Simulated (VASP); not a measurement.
# In under changes of volume

One of the cells (26.666 Å³/atom); the others are scaled copies at fixed shape and fractional positions:

```xyz
1
Lattice="-1.6362 1.6362 2.4901 1.6362 -1.6362 2.4901 1.6362 1.6362 -2.4901" Properties=species:S:1:pos:R:3 pbc="T T T"
In    0.0000    0.0000    0.0000
```

| Property | Result |
| --- | --- |
| Program | VASP 6.6.1 |
| Functional | PBE |
| Potentials or basis | VASP PAW PBE potentials, release 64 (In_d) |
| Cutoff | 520 eV |
| k mesh | 11 × 11 × 11 |
| Occupations | fermi-dirac, width 0.05 eV |
| Spin | no spin polarisation |

| volume (Å³/atom) | energy over the lowest point (meV/atom) | pressure (GPa) |
| --- | --- | --- |
| 24.575 | 43.48 | 5.3 |
| 25.098 | 28.14 | 4.0 |
| 25.621 | 16.58 | 3.0 |
| 26.666 | 3.05 | 1.1 |
| 27.189 | ? | ? |
| 27.712 | 0.00 | -0.3 |

What does the run at 27.189 Å³/atom give?

Energy over the lowest point 0.36 meV/atom; pressure 0.4 GPa.

Worked out: A Birch-Murnaghan fit of order 3 (a polynomial in V^(-2/3)) to the other rows has its minimum at 27.54 Å³/atom with B0 = V·E''(V) = 34 GPa and B' = 5.4 at fixed shape and positions, which overstates the stiffness. It gives 0.37 meV/atom at 27.189 Å³/atom, against the run's 0.36, and -dE/dV = 0.5 GPa, against 0.4.

Energies are extrapolated to zero smearing.
